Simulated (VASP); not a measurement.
Input of a VASP 6.6.1 run:

File INCAR:

```
PREC = Accurate
ENCUT = 300
EDIFF = 1E-6
ISMEAR = 0
SIGMA = 0.02
LREAL = F
LASPH = T
NELM = 80
ALGO = Fast
ISIF = 3
LWAVE = F
LCHARG = F
IBRION = 2
NSW = 60
EDIFFG = -0.01
```

The input KPOINTS:

```
regular mesh
0
Gamma
  5 5 5
```

Contents of POSCAR:

```
SnSe
1.0
    0.0000000000      3.0100000000      3.0100000000
    3.0100000000      0.0000000000      3.0100000000
    3.0100000000      3.0100000000      0.0000000000
Sn Se
1 1
Direct
    0.0000000000      0.0000000000      0.0000000000
    0.5000000000      0.5000000000      0.5000000000
```

Potentials or basis: VASP PAW LDA potentials, release 64 (Sn_d, Se).

The run is started by

```bash
$ cat potpaw_LDA.64/Sn_d/POTCAR potpaw_LDA.64/Se/POTCAR > POTCAR
$ mpirun -np 1 vasp_std > vasp.out
```

**Question.** Predict the space group after relaxing (to 0.05 Å).

**Answer.** Fm-3m (No. 225).

**Question.** Predict the relaxed cell.

**Answer.** a = 4.159 Å, b = 4.159 Å, c = 4.159 Å, α = 60.00°, β = 60.00°, γ = 60.00°.

Final structure:
```
Sn Se
1.0
     0.00000    2.94091    2.94091
     2.94091    0.00000    2.94091
     2.94091    2.94091    0.00000
Sn Se
1 1
Direct
  0.00000 0.00000 0.00000
  0.50000 0.50000 0.50000
```

 Zero-point motion and thermal expansion aren't in these numbers.
